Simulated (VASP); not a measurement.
# Mg (Fm-3m) in VASP: settings compared

Aim: see how the results for Mg move with the level of theory and the settings. Levels: PBEsol, r2SCAN. Tasks: single point.

All numbers are computed with VASP 6.6.1; they aren't measurements. Logs are shortened: lines on timing, memory, paths and dates and some standing lists are left out, and cuts for length are marked.

## 1. Starting point

Symmetry: Fm-3m, No. 225, cubic system. Conventional cell: a = 4.489 Å, b = 4.489 Å, c = 4.489 Å, α = 90.00°, β = 90.00°, γ = 90.00°. Mg (site symmetry m-3m) has 12 Mg at 3.17 Å as nearest neighbours.

This isn't the form of Mg at room conditions, which is hcp.

## 2. Single point, PBEsol

Input file INCAR:

```
  PREC = Accurate
  ENCUT = 520
  EDIFF = 1E-7
  ISMEAR = 0
  SIGMA = 0.1
  LREAL = F
  LASPH = T
  NELM = 100
  ALGO = Fast
  ISIF = 2
  LWAVE = F
  LCHARG = T
  GGA = PS
  LELF = T
  LVHAR = T
  NBANDS = 7
```

Input file KPOINTS:

```
regular mesh
0
Gamma
  8 8 8
```

Input file POSCAR:

```
Mg
1.0
    0.0000000000      2.2442560000      2.2442560000
    2.2442560000      0.0000000000      2.2442560000
    2.2442560000      2.2442560000      0.0000000000
Mg
1
Direct
    0.0000000000      0.0000000000      0.0000000000
```

Potentials or basis: VASP PAW PBE potentials, release 64 (Mg).

Command:

```
$ cat potpaw_PBE.64/Mg/POTCAR > POTCAR
$ mpirun -np 1 vasp_std > vasp.out
```

OUTCAR:

```text
PREC = Accurate
   ENCUT = 520
   EDIFF = 1E-7
   ISMEAR = 0
   LREAL = F
   LASPH = T
   NELM = 100
   ISIF = 2
   GGA = PS

 ion  position               nearest neighbor table
   1  0.000  0.000  0.000-

  LATTYP: Found a face centered cubic cell.
 ALAT       =     4.4885120000

  Lattice vectors:

 A1 = (   0.0000000000,   2.2442560000,   2.2442560000)
 A2 = (   2.2442560000,   0.0000000000,   2.2442560000)
 A3 = (   2.2442560000,   2.2442560000,   0.0000000000)

Analysis of symmetry for initial positions (statically):
=====================================================================
 Subroutine PRICEL returns:
 Original cell was already a primitive cell.

 Routine SETGRP: Setting up the symmetry group for a
 face centered cubic supercell.

 Subroutine GETGRP returns: Found 48 space group operations
 (whereof 48 operations were pure point group operations)
 out of a pool of 48 trial point group operations.

The static configuration has the point symmetry O_h .

Analysis of symmetry for dynamics (positions and initial velocities):
=====================================================================
 Subroutine PRICEL returns:
 Original cell was already a primitive cell.

 Routine SETGRP: Setting up the symmetry group for a
 face centered cubic supercell.

 Subroutine GETGRP returns: Found 48 space group operations
 (whereof 48 operations were pure point group operations)
 out of a pool of 48 trial point group operations.

The dynamic configuration has the point symmetry O_h .

 Subroutine INISYM returns: Found 48 space group operations
 (whereof 48 operations are pure point group operations),
 and found     1 'primitive' translations

----------------------------------------------------------------------------------------

                                     Primitive cell

  volume of cell :      22.6072

  direct lattice vectors                    reciprocal lattice vectors
     0.000000000  2.244256000  2.244256000    -0.222790983  0.222790983  0.222790983
     2.244256000  0.000000000  2.244256000     0.222790983 -0.222790983  0.222790983
     2.244256000  2.244256000  0.000000000     0.222790983  0.222790983 -0.222790983

  length of vectors
     3.173857273  3.173857273  3.173857273     0.385885302  0.385885302  0.385885302

  position of ions in fractional coordinates (direct lattice)
     0.000000000  0.000000000  0.000000000

  ion indices of the primitive-cell ions
   primitive index   ion index
                 1           1

----------------------------------------------------------------------------------------

 KPOINTS: regular mesh

Automatic generation of k-mesh.
 Grid dimensions read from file:
 generate k-points for:    8    8    8

 Generating k-lattice:

  Cartesian coordinates                     Fractional coordinates (reciprocal lattice)
    -0.027848873  0.027848873  0.027848873     0.125000000  0.000000000  0.000000000
     0.027848873 -0.027848873  0.027848873     0.000000000  0.125000000  0.000000000
     0.027848873  0.027848873 -0.027848873     0.000000000  0.000000000  0.125000000

  Length of vectors
     0.048235663  0.048235663  0.048235663

  Shift w.r.t. Gamma in fractional coordinates (k-lattice)
     0.000000000  0.000000000  0.000000000

 Subroutine IBZKPT returns following result:
 ===========================================

 Found     29 irreducible k-points:

 Following reciprocal coordinates:
            Coordinates               Weight
  0.000000  0.000000  0.000000      1.000000
  0.125000  0.000000  0.000000      8.000000
  0.250000  0.000000  0.000000      8.000000
  0.375000  0.000000  0.000000      8.000000
  0.500000  0.000000  0.000000      4.000000
  0.125000  0.125000  0.000000      6.000000
[... 16 lines left out ...]
  0.500000  0.250000  0.125000     48.000000
 -0.375000  0.250000  0.125000     24.000000
 [... further k-points ...]
   k-points           NKPTS =     29   k-points in BZ     NKDIM =     29   number of bands    NBANDS=      7
   number of dos      NEDOS =    301   number of ions     NIONS =      1
   total plane-waves  NPLWV =  13824
   dimension x,y,z NGX =    24 NGY =   24 NGZ =   24
   dimension x,y,z NGXF=    48 NGYF=   48 NGZF=   48
   ions per type =               1
   NGX,Y,Z   is equivalent  to a cutoff of  12.57, 12.57, 12.57 a.u.
   NGXF,Y,Z  is equivalent  to a cutoff of  25.14, 25.14, 25.14 a.u.
 SYSTEM =  unknown system
   PREC   = accura    normal or accurate (medium, high low for compatibility)
   ISTART =      0    job   : 0-new  1-cont  2-samecut
   ICHARG =      2    charge: 1-file 2-atom 10-const
   ISPIN  =      1    spin polarized calculation?
   LNONCOLLINEAR =      F non collinear calculations
   LSORBIT =      F    spin-orbit coupling
   LASPH  =      T    aspherical Exc in radial PAW
   ENCUT  =  520.0 eV  38.22 Ry    6.18 a.u.   5.90  5.90  5.90*2*pi/ulx,y,z
   NELM   =    100;   NELMIN=  2; NELMDL= -5     # of ELM steps
   EDIFF  = 0.1E-06   stopping-criterion for ELM
   LREAL  =      F    real-space projection
   EDIFFG = 0.1E-05   stopping-criterion for IOM
   NSW    =      0    number of steps for IOM
   IBRION =     -1    ionic relax: 0-MD 1-quasi-New 2-CG
   NFREE  =      0    steps in history (QN), initial steepest desc. (CG)
   ISIF   =      2    stress and relaxation
   ISYM   =      2    0-nonsym 1-usesym 2-fastsym
   POTIM  = 0.5000    time-step for ionic-motion
   TEBEG  =    0.0;   TEEND  =   0.0 temperature during run
   PSTRESS=    0.0 pullay stress
   NELECT =       2.0000    total number of electrons
   NUPDOWN=      -1.0000    fix difference up-down
   EMIN   =  10.00;   EMAX   =-10.00  energy-range for DOS
   EFERMI =   0.00;   METHOD = LEGACY
   ISMEAR =     0;   SIGMA  =   0.10  broadening in eV -4-tet -1-fermi 0-gaus
   EFERMI_NEDOS =   21; number of points for ismear=-14 and -15
   IALGO  =     68    algorithm
   IMIX   =      4    mixing-type and parameters
     AMIX     =   0.40;   BMIX     =  1.00
     AMIX_MAG =   1.60;   BMIX_MAG =  1.00
  volume/ion in A,a.u.               =      22.61       152.56
  Fermi-wavevector in a.u.,A,eV,Ry     =   0.729462  1.378483  7.239854  0.532114
  Thomas-Fermi vector in A             =   1.821189
   LORBIT       =      0    0 simple, 1 ext, 2 COOP (PROOUT), +10 PAW based schemes
   GGA     = PS    functional components
   LHFCALC =     F    Hartree Fock is set to
   AEXX    =    0.0000 exact exchange contribution
   IVDW    =     0    specifies the selected vdW correction
   LEPSILON=     F    determine dielectric tensor
   LRPA    =     F    only Hartree local field effects (RPA)
 non-spin polarized calculation
 RMM-DIIS sequential band-by-band and
 Gauss-broadening in eV      SIGMA  =   0.10
  energy-cutoff  :      520.00
  volume of cell :       22.61
 maximum number of plane-waves:       620
   NGX = 11   NGY = 11   NGZ = 11

 number of electron       2.0000000 magnetization

 Free energy of the ion-electron system (eV)
  ---------------------------------------------------
  ext. energy  EPLUGINS =         0.00000000
  ---------------------------------------------------
  free energy    TOTEN  =        -1.71122965 eV

  energy without entropy =       -1.70545387  energy(sigma->0) =       -1.70834176

 E-fermi :   2.3827     XC(G=0):  -8.5826

 val. band max:        2.2880968857   @ k =  -0.3750   0.3750   0.1250
 cond. band min:       2.3970322344   @ k =   0.5000   0.1250   0.0000
 fundamental gap:      0.1089353487
 Fermi energy:         2.3826519449

 k-point     1 :       0.0000    0.0000    0.0000
  band No.  band energies     occupation
      1      -4.3245      2.00000
      2      15.1002      0.00000
      3      15.1002      0.00000
      4      15.1002      0.00000
      5      17.1165      0.00000
      6      17.1165      0.00000
      7      17.1165      0.00000

 k-point     2 :       0.1250    0.0000    0.0000
  band No.  band energies     occupation
      1      -3.9739      2.00000
      2      11.6431      0.00000
      3      14.5226      0.00000
      4      14.5226      0.00000
      5      16.8626      0.00000
      6      18.2830      0.00000
      7      18.2830      0.00000

 k-point     3 :       0.2500    0.0000    0.0000
  band No.  band energies     occupation
      1      -2.9300      2.00000
      2       7.6493      0.00000
      3      13.9446      0.00000
      4      13.9446      0.00000
      5      16.3156      0.00000
      6      17.2413      0.00000
      7      17.2413      0.00000

 k-point     4 :       0.3750    0.0000    0.0000
  band No.  band energies     occupation
      1      -1.2162      2.00000
      2       4.1287      0.00000
      3      13.8273      0.00000
      4      13.8273      0.00000
      5      15.6395      0.00000
      6      15.6395      0.00000
      7      16.1732      0.00000

 k-point     5 :       0.5000    0.0000    0.0000
  band No.  band energies     occupation
      1       0.9288      2.00000
      2       1.3786      2.00000
      3      13.9963      0.00000
      4      13.9963      0.00000
      5      14.8909      0.00000
      6      14.8909      0.00000
      7      16.2968      0.00000
[... 161 lines left out ...]
 k-point    22 :       0.3750    0.2500    0.1250
  band No.  band energies     occupation
      1      -2.0119      2.00000
      2       7.9206      0.00000
      3       9.2364      0.00000
      4      12.1494      0.00000
      5      14.7474      0.00000
      6      16.7194      0.00000
      7      18.9030      0.00000

 k-point    23 :       0.5000    0.2500    0.1250
  band No.  band energies     occupation
      1      -0.3163      2.00000
      2       4.9354      0.00000
      3       8.5706      0.00000
      4      10.4696      0.00000
      5      15.4036      0.00000
      6      17.1849      0.00000
      7      19.0749      0.00000

 k-point    24 :      -0.3750    0.2500    0.1250
  band No.  band energies     occupation
      1       1.7815      2.00000
      2       2.2717      1.88337
      3       8.7015      0.00000
      4       9.6784      0.00000
      5      15.9984      0.00000
      6      16.0863      0.00000
      7      22.0644      0.00000

 [... further k-points ...]

------------------------ aborting loop because EDIFF is reached ----------------------------------------

  FORCE on cell =-STRESS in cart. coord.  units (eV):
  Direction    XX          YY          ZZ          XY          YZ          ZX
  --------------------------------------------------------------------------------------
  -------------------------------------------------------------------------------------
  Total        0.0229604      0.0229604      0.0229604      0.0000000      0.0000000     -0.0000000
  in kB        1.6272053      1.6272053      1.6272053      0.0000000      0.0000000     -0.0000000
  external PRESSURE =       1.6272053 kB  Pullay stress =       0.0000000 kB

 VOLUME and BASIS-vectors are now :
 -----------------------------------------------------------------------------
  energy-cutoff  :      520.00
  volume of cell :       22.61
      direct lattice vectors                 reciprocal lattice vectors
     0.000000000  2.244256000  2.244256000    -0.222790983  0.222790983  0.222790983
     2.244256000  0.000000000  2.244256000     0.222790983 -0.222790983  0.222790983
     2.244256000  2.244256000  0.000000000     0.222790983  0.222790983 -0.222790983

 POSITION                                       TOTAL-FORCE (eV/Angst)
 -----------------------------------------------------------------------------------
      0.00000      0.00000      0.00000         0.000000     -0.000000      0.000000
 -----------------------------------------------------------------------------------
    total drift:                               -0.000000      0.000000     -0.000000

  FREE ENERGIE OF THE ION-ELECTRON SYSTEM (eV)
  ---------------------------------------------------
  free  energy   TOTEN  =        -1.7112296483 eV

  energy  without entropy=       -1.7054538745  energy(sigma->0) =       -1.70834176
```

Run time: 7.2 s. Hardware: 1 thread of Intel Xeon Platinum 8488C (Sapphire Rapids), shared host; peak memory 0.13 GiB.

What came out:

| Item | Value |
| --- | --- |
| Free energy | -1.7112 eV |
| Pressure | 0.2 GPa |
| Band gap on the k mesh | none (metal or under the smearing width) |

Caveat: the PAW data sets were made with another functional, which shifts forces and pressure a little.

## 3. Single point, r2SCAN (functional r2SCAN, strained and moved within the space group)

Input file POSCAR:

```
Mg
1.0
    0.0000000000      2.2073604314      2.2073604314
    2.2073604314      0.0000000000      2.2073604314
    2.2073604314      2.2073604314      0.0000000000
Mg
1
Direct
    0.0000000000      0.0000000000      0.0000000000
```

Input file INCAR.step1:

```
ALGO     = Normal         # electronic algorithm
EDIFF    = 1E-4           # SCF threshold, eV
ENCUT    = 520            # plane-wave cutoff, eV
GGA      = PE             # functional
ISMEAR   = 0              # smearing method
LASPH    = True           # aspherical terms in the spheres
LCHARG   = False          # write CHGCAR
LREAL    = False          # projectors in reciprocal space
LWAVE    = True           # write WAVECAR
NBANDS   = 7              # bands
NELM     = 100            # most SCF steps
PREC     = Accurate       # precision mode
SIGMA    = 0.1            # smearing width, eV
```

Input file INCAR.step2:

```
ALGO     = Normal         # electronic algorithm
EDIFF    = 1E-7           # SCF threshold, eV
ENCUT    = 520            # plane-wave cutoff, eV
ISIF     = 2              # what is computed and relaxed
ISMEAR   = 0              # smearing method
ISTART   = 1            
LASPH    = True           # aspherical terms in the spheres
LCHARG   = False          # write CHGCAR
LMIXTAU  = True         
LREAL    = False          # projectors in reciprocal space
LWAVE    = False          # write WAVECAR
METAGGA  = R2SCAN         # meta-GGA
NBANDS   = 7              # bands
NELM     = 100            # most SCF steps
PREC     = Accurate       # precision mode
SIGMA    = 0.1            # smearing width, eV
```

Input file KPOINTS:

```
k-points
0
Gamma
  16 16 16
```

Potentials or basis: VASP PAW PBE potentials, release 64 (Mg).

Command:

```
$ cat potpaw_PBE.64/Mg/POTCAR > POTCAR
$ cp INCAR.step1 INCAR
$ mpirun -np 1 vasp_std > vasp.out
$ cp INCAR.step2 INCAR
$ mpirun -np 1 vasp_std > vasp.out
```

It took 32 s on 1 thread of Intel Xeon Platinum 8488C (Sapphire Rapids), shared host; peak memory 0.15 GiB.

Results (log left out):

| Item | Value |
| --- | --- |
| Free energy | -4.1226 eV |
| Pressure | 2.1 GPa |
| Band gap on the k mesh | none (metal or under the smearing width) |

Levels at points of the mesh, in eV from the Fermi level:
| k point | band 1 | band 2 | band 3 | band 4 |
| --- | --- | --- | --- | --- |
| (0.00, 0.00, 0.00) | -7.66 | 13.63 | 13.63 | 13.63 |
| (0.50, 0.00, 0.00) | -2.02 | -1.23 | 12.40 | 12.40 |
| (0.50, 0.50, 0.00) | -0.29 | 0.94 | 6.58 | 7.84 |

Caveat: the PAW data sets were made with another functional, which shifts forces and pressure a little.

(Continued in part 2 of 2.)
